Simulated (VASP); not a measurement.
# O on Co(0001): binding against coverage, part 7 of 12

Aim: adsorption energy and work function of O on Co(0001) from low coverage to a full layer.

VASP 6.6.1, plane waves and PAW; the level of theory is named at each step.

Still holding for the runs below: The magnetic state follows from one typed start and may not be the lowest.

So far. Step 9 (The vacuum level, cell 2 x 2, k-mesh 6×6×1): The vacuum level lies 4.91 eV above the Fermi level at the upper face; the two faces differ by 0.06 eV, the step that the slab's dipole of -0.008 e·Å makes. Step 10 (Relaxing the adsorbate, coverage 1/4, k-mesh 6×6×1): The run ended after 10 ionic steps, 0.073 eV below its first step, once the forces on the free atoms met EDIFFG = -0.03.

## (11) The vacuum level with the adsorbate, coverage 1/4, k-mesh 6×6×1

Level of this step: PBE, spin-polarised from a ferromagnetic start; plane waves and PAW (Co, O) (VASP).

File INCAR:

```
SYSTEM = Co16O
PREC = Normal
ENCUT = 440
EDIFF = 1E-06
NELM = 120
ISMEAR = 1
SIGMA = 0.15
LREAL = Auto
ALGO = Fast
GGA = PE
NBANDS = 120
ISPIN = 2
MAGMOM = 2 2 2 2 2 2 2 2 2 2 2 2 2 2 2 2 0
LASPH = .TRUE.
LMAXMIX = 4
LORBIT = 11
LWAVE = .FALSE.
LCHARG = .FALSE.
KPAR = 4
NCORE = 2
IDIPOL = 3
LDIPOL = .TRUE.
DIPOL = 0.5 0.5 0.512
LVHAR = .TRUE.
LVACPOTAV = .TRUE.
```

File POSCAR:

```
Co16O
1.0
    4.9784435704      0.0000000000      0.0000000000
    2.4892217852      4.3114586033      0.0000000000
    0.0000000000      0.0000000000     21.0421269460
Co O
16 1
Selective dynamics
Direct
    0.8333333300      0.3333333300      0.3564278500  F F F
    0.3333333300      0.3333333300      0.3564278500  F F F
    0.8333333300      0.8333333300      0.3564278500  F F F
    0.3333333300      0.8333333300      0.3564278500  F F F
    0.0000000000      0.0000000000      0.4521426200  F F F
    0.5000000000      0.0000000000      0.4521426200  F F F
    0.0000000000      0.5000000000      0.4521426200  F F F
    0.5000000000      0.5000000000      0.4521426200  F F F
    0.8333206044      0.3333587812      0.5497479093  T T T
    0.3333333300      0.3333333300      0.5489982174  T T T
    0.8333206044      0.8333206044      0.5497479093  T T T
    0.3333587812      0.8333206044      0.5497479093  T T T
    0.0000000000      0.0000000000      0.6403077115  T T T
    0.5049088709      0.9901822582      0.6439162343  T T T
    0.9901822582      0.5049088709      0.6439162343  T T T
    0.5049088709      0.5049088709      0.6439162343  T T T
    0.3333333300      0.3333333300      0.6968792536  T T T
```

File KPOINTS:

```
Automatic mesh
0
Gamma
6 6 1
0 0 0
```

PAW data sets: Co and O (PBE family, release 64).

Launch:

```console
$ mpirun -np 8 vasp_std
```

The program printed:

```text
[... set-up lines as in an earlier step ...]
 entering main loop
       N       E                     dE             d eps       ncg     rms          rms(c)
DAV:   1     0.118603639520E+04    0.11860E+04   -0.58071E+04  3360   0.119E+03
DAV:   2     0.107706507253E+02   -0.11753E+04   -0.10832E+04  3360   0.294E+02
DAV:   3    -0.124251697504E+03   -0.13502E+03   -0.11801E+03  3720   0.129E+02
DAV:   4    -0.132184689167E+03   -0.79330E+01   -0.77449E+01  3688   0.318E+01
[...]
RMM:  52    -0.114450598785E+03   -0.17528E-05   -0.10148E-08  1437   0.487E-04    0.275E-04
RMM:  53    -0.114450600452E+03   -0.16672E-05   -0.14310E-08  1609   0.513E-04    0.221E-04
RMM:  54    -0.114450601056E+03   -0.60474E-06   -0.85318E-09  1422   0.469E-04
 [... a notice as in an earlier step ...]

   1 F= -.11445060E+03 E0= -.11445462E+03  d E =0.120699E-01  mag=    27.1001
```

Run time: 96 s. Hardware: 8 MPI ranks of AMD EPYC 9R45, shared host; peak memory 2.9 GiB; 13 min of CPU time.

OUTCAR, selected parts (step 11):

```text
  Total       -3.2785815     -3.2785815     -3.2248015      0.0000000      0.0000000     -0.0000000
  in kB      -11.6302518    -11.6302518    -11.4394757      0.0000000      0.0000000     -0.0000000
  external PRESSURE =     -11.5666598 kB  Pullay stress =       0.0000000 kB

 POSITION                                       TOTAL-FORCE (eV/Angst)
 -----------------------------------------------------------------------------------
      4.97844      1.43715      7.50000        -0.000000      0.008709      0.374320
      2.48922      1.43715      7.50000        -0.000000      0.000000      0.453949
      6.22305      3.59288      7.50000        -0.007542     -0.004354      0.374320
      3.73383      3.59288      7.50000         0.007542     -0.004354      0.374320
      0.00000      0.00000      9.51404        -0.000000      0.000000     -0.260776
      2.48922      0.00000      9.51404        -0.000000      0.006703     -0.463389
      1.24461      2.15573      9.51404         0.005805     -0.003352     -0.463389
      3.73383      2.15573      9.51404        -0.005805     -0.003352     -0.463389
      4.97844      1.43726     11.56787        -0.000000     -0.007968     -0.008787
      2.48922      1.43715     11.55209        -0.000000     -0.000000      0.002160
      6.22296      3.59283     11.56787         0.006901      0.003984     -0.008787
      3.73393      3.59283     11.56787        -0.006901      0.003984     -0.008787
      0.00000      0.00000     13.47344        -0.000000     -0.000000      0.011218
      4.97844      4.26913     13.54937         0.000000      0.016231      0.022128
[...]
-----------------------------------------------------------------------------------
    total drift:                                0.000042      0.000024      0.027286

  FREE ENERGIE OF THE ION-ELECTRON SYSTEM (eV)
  ---------------------------------------------------
  free  energy   TOTEN  =      -114.4506010565 eV

  energy  without entropy=     -114.4626709502  energy(sigma->0) =     -114.45462435

 magnetization (x)
# of ion       s       p       d       tot
------------------------------------------
    1       -0.010  -0.042   1.814   1.762
    2       -0.009  -0.043   1.836   1.785
    3       -0.010  -0.042   1.814   1.762
    4       -0.010  -0.042   1.814   1.762
    5       -0.012  -0.048   1.749   1.689
    6       -0.013  -0.050   1.783   1.720
    7       -0.013  -0.050   1.783   1.720
    8       -0.013  -0.050   1.783   1.720
    9       -0.014  -0.052   1.722   1.657
   10       -0.015  -0.052   1.842   1.776
   11       -0.014  -0.052   1.722   1.657
   12       -0.014  -0.052   1.722   1.657
   13       -0.017  -0.031   1.853   1.805
[...]
--------------------------------------------------
tot         -0.179  -0.582  28.097  27.337

[... 2 parts as in an earlier step ...]

[... 1 further part left out ...]
[key lines of the parts left out:]
E-fermi :   0.9899
```

Zero at the Fermi level. Table of planar average of the electrostatic potential by height:

height (Å), planar average of the electrostatic potential (eV) and a bar from the least value:
```
      0.0        5.4 ##############################
      0.5        5.0 #############################
      1.0        5.0 #############################
      1.5        5.0 #############################
      2.0        5.0 #############################
      2.5        5.0 #############################
      3.0        5.0 #############################
      3.5        5.0 #############################
      4.0        5.0 #############################
      4.5        4.9 #############################
      5.0        4.9 #############################
      5.5        4.7 #############################
      6.0        3.9 ############################
      6.5        1.1 #########################
      7.0       -9.1 ##############
      7.5      -22.2 
      8.0       -9.2 ##############
      8.5       -0.9 #######################
      9.0       -8.8 ###############
      9.5      -22.1 
     10.0       -9.7 ##############
     10.5       -0.7 #######################
     11.0       -7.0 ################
     11.5      -22.0 
     12.0      -11.7 ###########
     12.5       -1.5 ######################
     13.0       -8.3 ###############
     13.5      -22.2 
     14.0      -10.8 ############
     14.5       -2.0 ######################
     15.0        2.0 ##########################
     15.5        4.9 #############################
     16.0        5.4 ##############################
     16.5        5.5 ##############################
     17.0        5.5 ##############################
     17.5        5.5 ##############################
     18.0        5.5 ##############################
     18.5        5.5 ##############################
     19.0        5.5 ##############################
     19.5        5.5 ##############################
     20.0        5.5 ##############################
     20.5        5.5 ##############################
```

At the end the adsorbate's closest contact with the slab is O-Co at 1.85 Å, 1.48 Å to the side of the slab's atom, and its lowest atom lies 1.11 Å above the highest atom of the slab.

The vacuum level lies 5.51 eV above the Fermi level at the upper face; the two faces differ by 0.55 eV, the step that the slab's dipole of 0.065 e·Å makes.

VASP counts the dipole in electrons times Å, so a positive number points the physical dipole along −c.

The program found no field-free point at its default tolerance, but its printed level agrees with the flat part of the planar average.

## (12) Relaxing the adsorbate, coverage 2/4, k-mesh 6×6×1

System of this step: Co8O (Co(0001)). The cell holds 18 atoms: 16 Co and 2 O. Its edges and angles: a = 4.978 Å, b = 4.978 Å, c = 21.042 Å, α = 90.0°, β = 90.0°, γ = 60.0°. It derives from Co. 2 O over hcp sites of a 2 x 2 cell of Co(0001). Vacuum lies along c.

File INCAR:

```
SYSTEM = Co8O
PREC = Normal
ENCUT = 440
EDIFF = 1E-05
NELM = 120
ISMEAR = 1
SIGMA = 0.15
LREAL = Auto
ALGO = Fast
GGA = PE
NBANDS = 124
ISPIN = 2
MAGMOM = 2 2 2 2 2 2 2 2 2 2 2 2 2 2 2 2 0 0
LASPH = .TRUE.
LMAXMIX = 4
LORBIT = 11
LWAVE = .FALSE.
LCHARG = .FALSE.
KPAR = 4
NCORE = 2
IBRION = 2
NSW = 45
ISIF = 2
EDIFFG = -0.03
POTIM = 0.4
MAXMIX = 40
IDIPOL = 3
LDIPOL = .TRUE.
DIPOL = 0.5 0.5 0.522
```

File POSCAR:

```
Co8O
1.0
    4.9784435704      0.0000000000      0.0000000000
    2.4892217852      4.3114586033      0.0000000000
    0.0000000000      0.0000000000     21.0421269460
Co O
16 2
Selective dynamics
Direct
    0.8333333300      0.3333333300      0.3564278500  F F F
    0.3333333300      0.3333333300      0.3564278500  F F F
    0.8333333300      0.8333333300      0.3564278500  F F F
    0.3333333300      0.8333333300      0.3564278500  F F F
    0.0000000000      0.0000000000      0.4521426200  F F F
    0.5000000000      0.0000000000      0.4521426200  F F F
    0.0000000000      0.5000000000      0.4521426200  F F F
    0.5000000000      0.5000000000      0.4521426200  F F F
    0.8333333300      0.3333333300      0.5499334500  T T T
    0.3333333300      0.3333333300      0.5499334500  T T T
    0.8333333300      0.8333333300      0.5499334500  T T T
    0.3333333300      0.8333333300      0.5499334500  T T T
    0.0000000000      0.0000000000      0.6422156600  T T T
    0.5000000000      0.0000000000      0.6422156600  T T T
    0.0000000000      0.5000000000      0.6422156600  T T T
    0.5000000000      0.5000000000      0.6422156600  T T T
    0.3333333300      0.3333333300      0.6968679300  T T T
    0.8333333300      0.3333333300      0.6968679300  T T T
```

KPOINTS is that of step 11.

Launch:

```console
$ mpirun -np 8 vasp_std
```

The program printed:

```text
[banner, memory and clock lines left out]
running    8 mpi-ranks, on    1 nodes
[...]
LDA part: xc-table for (Slater+PW92), standard interpolation
 POSCAR, INCAR and KPOINTS ok, starting setup
[...]
entering main loop
       N       E                     dE             d eps       ncg     rms          rms(c)
DAV:   1     0.129724305466E+04    0.12972E+04   -0.60508E+04  6448   0.120E+03
DAV:   2     0.456164760569E+02   -0.12516E+04   -0.11502E+04  6448   0.300E+02
DAV:   3    -0.128163741328E+03   -0.17378E+03   -0.15002E+03  7528   0.137E+02
DAV:   4    -0.141359754341E+03   -0.13196E+02   -0.12892E+02  7032   0.389E+01
[...]
RMM:  45    -0.121042848906E+03   -0.57139E-04   -0.10868E-06  2836   0.207E-03    0.246E-03
RMM:  46    -0.121042867256E+03   -0.18350E-04   -0.51126E-07  2484   0.177E-03    0.133E-03
RMM:  47    -0.121042870161E+03   -0.29055E-05   -0.42958E-08  1482   0.130E-03
   1 F= -.12104287E+03 E0= -.12104407E+03  d E =-.121043E+03  mag=    26.2771
[... from here on, the cycles between the ionic steps are left out ...]
   2 F= -.12117582E+03 E0= -.12117665E+03  d E =-.132946E+00  mag=    26.2854
   3 F= -.12118458E+03 E0= -.12118534E+03  d E =-.141715E+00  mag=    26.2812
   4 F= -.12119173E+03 E0= -.12119225E+03  d E =-.714784E-02  mag=    26.3221
   5 F= -.12119195E+03 E0= -.12119250E+03  d E =-.736140E-02  mag=    26.3157
   6 F= -.12119484E+03 E0= -.12119524E+03  d E =-.289555E-02  mag=    26.2886
   7 F= -.12119637E+03 E0= -.12119656E+03  d E =-.442023E-02  mag=    26.2436
   8 F= -.12119803E+03 E0= -.12119828E+03  d E =-.166175E-02  mag=    26.2534
   9 F= -.12119862E+03 E0= -.12119891E+03  d E =-.225780E-02  mag=    26.2596
  10 F= -.12119909E+03 E0= -.12119944E+03  d E =-.272506E-02  mag=    26.2721
  11 F= -.12119972E+03 E0= -.12120013E+03  d E =-.628580E-03  mag=    26.2778
 trial-energy change:   -0.000629  1 .order   -0.000561   -0.000789   -0.000333
 step:   2.4094(harm=  3.1238)  dis= 0.00544  next Energy=  -121.199779 (dE=-0.687E-03)
 reached required accuracy - stopping structural energy minimisation
```

Run time: 9.4 min. Hardware: 8 MPI ranks; peak memory 4 GiB; 68 min of CPU time.

OUTCAR, selected parts (step 12):

```text
  Total        1.9101801     -1.0659045     -3.0220138      0.0000000     -0.0121328      0.0000000
  in kB        6.7760634     -3.7811286    -10.7201183      0.0000000     -0.0430393      0.0000000
  external PRESSURE =      -2.5750612 kB  Pullay stress =       0.0000000 kB

 POSITION                                       TOTAL-FORCE (eV/Angst)
 -----------------------------------------------------------------------------------
      4.97844      1.43715      7.50000        -0.000000     -0.002851      0.398149
      2.48922      1.43715      7.50000        -0.000000     -0.002851      0.398149
      6.22305      3.59288      7.50000        -0.000000      0.013505      0.333930
      3.73383      3.59288      7.50000        -0.000000      0.013505      0.333930
      0.00000      0.00000      9.51404         0.000000      0.004787     -0.349601
      2.48922      0.00000      9.51404         0.000000      0.004787     -0.349601
      1.24461      2.15573      9.51404         0.000000     -0.030414     -0.433818
      3.73383      2.15573      9.51404         0.000000     -0.030414     -0.433818
      4.97844      1.45158     11.55331        -0.000000      0.009391     -0.010658
      2.48922      1.45158     11.55331        -0.000000      0.009391     -0.010658
      6.22305      3.60395     11.55836         0.000000      0.007797      0.007181
      3.73383      3.60395     11.55836         0.000000      0.007797      0.007181
      2.48922      4.26937     13.51741        -0.000000     -0.003334      0.022978
      4.97844      4.26937     13.51741        -0.000000     -0.003334      0.022978
[...]
-----------------------------------------------------------------------------------
    total drift:                                0.000080      0.004701      0.041900

  FREE ENERGIE OF THE ION-ELECTRON SYSTEM (eV)
  ---------------------------------------------------
  free  energy   TOTEN  =      -121.1997202440 eV

  energy  without entropy=     -121.2009576113  energy(sigma->0) =     -121.20013270

 magnetization (x)
# of ion       s       p       d       tot
------------------------------------------
    1       -0.009  -0.041   1.830   1.780
    2       -0.009  -0.041   1.830   1.780
    3       -0.011  -0.039   1.805   1.756
    4       -0.011  -0.039   1.805   1.756
    5       -0.011  -0.050   1.748   1.688
    6       -0.011  -0.050   1.748   1.688
    7       -0.013  -0.051   1.773   1.709
    8       -0.013  -0.051   1.773   1.709
    9       -0.013  -0.047   1.826   1.767
   10       -0.013  -0.047   1.826   1.767
   11       -0.014  -0.048   1.716   1.654
   12       -0.014  -0.048   1.716   1.654
   13       -0.003  -0.017   1.711   1.692
[...]
--------------------------------------------------
tot         -0.152  -0.464  27.101  26.485

[... 2 parts as in an earlier step ...]

[... 2 further parts left out ...]
[key lines of the parts left out:]
E-fermi :   0.9330
```

The run keeps the 2 symmetry operations of its start, so it cannot find a distortion of lower symmetry.

Step by step:

```csv
step,energy less that of the first step (eV),largest force (eV/Å)
1,0.0000,1.1972
2,-0.1329,0.3984
3,-0.1417,0.3190
4,-0.1489,0.1781
5,-0.1491,0.1246
6,-0.1520,0.0936
7,-0.1535,0.0788
8,-0.1552,0.0455
9,-0.1558,0.0445
10,-0.1562,0.0442
11,-0.1569,0.0273
```

The atoms that moved most (Å):

```csv
atom,dx,dy,dz,length
Co16,0.000,0.048,0.084,0.096
Co15,0.000,0.048,0.084,0.096
Co14,0.000,-0.042,0.004,0.042
Co13,0.000,-0.042,0.004,0.042
Co9,0.000,0.014,-0.018,0.023
Co10,0.000,0.014,-0.018,0.023
Co11,0.000,0.011,-0.013,0.017
Co12,0.000,0.011,-0.013,0.017
```

The relaxed structure:

```cif
data_structure
_symmetry_space_group_name_H-M 'P 1'
_symmetry_Int_Tables_number 1
_cell_length_a 4.9784
_cell_length_b 4.9784
_cell_length_c 21.0421
_cell_angle_alpha 90.000
_cell_angle_beta 90.000
_cell_angle_gamma 60.000
_cell_volume 451.66
loop_
_atom_site_label
_atom_site_type_symbol
_atom_site_fract_x
_atom_site_fract_y
_atom_site_fract_z
_atom_site_occupancy
Co1 Co 0.83333 0.33333 0.35643 1
Co2 Co 0.33333 0.33333 0.35643 1
Co3 Co 0.83333 0.83333 0.35643 1
Co4 Co 0.33333 0.83333 0.35643 1
Co5 Co 0.00000 0.00000 0.45214 1
Co6 Co 0.50000 0.00000 0.45214 1
Co7 Co 0.00000 0.50000 0.45214 1
Co8 Co 0.50000 0.50000 0.45214 1
Co9 Co 0.83166 0.33668 0.54906 1
Co10 Co 0.33166 0.33668 0.54906 1
Co11 Co 0.83205 0.83590 0.54930 1
Co12 Co 0.33205 0.83590 0.54930 1
Co13 Co 0.00488 0.99024 0.64240 1
Co14 Co 0.50488 0.99024 0.64240 1
Co15 Co 0.99448 0.51103 0.64620 1
Co16 Co 0.49448 0.51103 0.64620 1
O17 O 0.33507 0.32987 0.69664 1
O18 O 0.83507 0.32987 0.69664 1
```

Spin moment in the PAW sphere by atom:

```csv
atom,spin moment in the PAW sphere (μB)
Co1,1.78
Co2,1.78
Co3,1.76
Co4,1.76
Co5,1.69
Co6,1.69
Co7,1.71
Co8,1.71
Co9,1.77
Co10,1.77
Co11,1.65
Co12,1.65
Co13,1.69
Co14,1.69
Co15,1.12
Co16,1.12
O17,0.08
O18,0.08
```

The run ended after 11 ionic steps, 0.157 eV below its first step, once the forces on the free atoms met EDIFFG = -0.03.

(Part 7 of 12 ends here.)

[Lines on the potential files, build, host, timing and source positions are cut from VASP's logs without a mark.]

[Logs are printed without paths, hosts, clocks, repeated set-up lines and the standing remarks that a program may print on its own settings, such as how far it seeks lower states.]

[Hosts, paths, dates, database ids (printed as entryN), source tags and the programs' standing remarks are cut or masked in the printed files.]

[Runs that stopped without an error message from VASP are left out.]
